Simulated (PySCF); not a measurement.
Several compounds and their computed core spectra got separated.

Method: PySCF, delta-SCF UKS SCAN, pcX-2 on the ionised atom, pcseg-1 elsewhere, spin-free X2C. Geometries: PBE0-D3(BJ)/def2-SVP; isolated species, one conformer each.

Line lists (1s up to Mg, 2p3/2 beyond, nothing for Se; areas count atoms within a level, one atom standing for each set equivalent by bonding):
1. C 1s: 285.51 (area 1), 286.18 (area 1), 287.58 (area 1) eV; O 1s: 530.50 eV
2. C 1s: 291.68 eV; O 1s: 536.81 eV
3. N 1s: 404.37 eV; Si 2p3/2: 107.13 eV

Structures:
A. `[SiH3]N[SiH3]`
B. `CCC(=O)[O-]`
C. `C[Se](C)(=O)=O`

Task: Which list belongs to which compound?

Result: 
- 1 = B: no other candidate has these counts of sites. C 1s: 285.51 sp3 carbon next to a carbonyl, 286.18 methyl carbon, 287.58 carboxylate carbon; O 1s: 530.50 carboxylate oxygen (×2).
- 2 = C: no other candidate has these counts of sites. C 1s: 291.68 sp3 carbon bound to selenium (×2); O 1s: 536.81 oxygen bonded to Se (×2).
- 3 = A: no other candidate has this set of levels. N 1s: 404.37 nitrogen bridging silicon atoms; Si 2p3/2: 107.13 SiH3 silicon (×2).

The 2p values add to the ΔSCF energy of one spin-free hole a correction within the shell (spin–orbit coupling, ligand field).
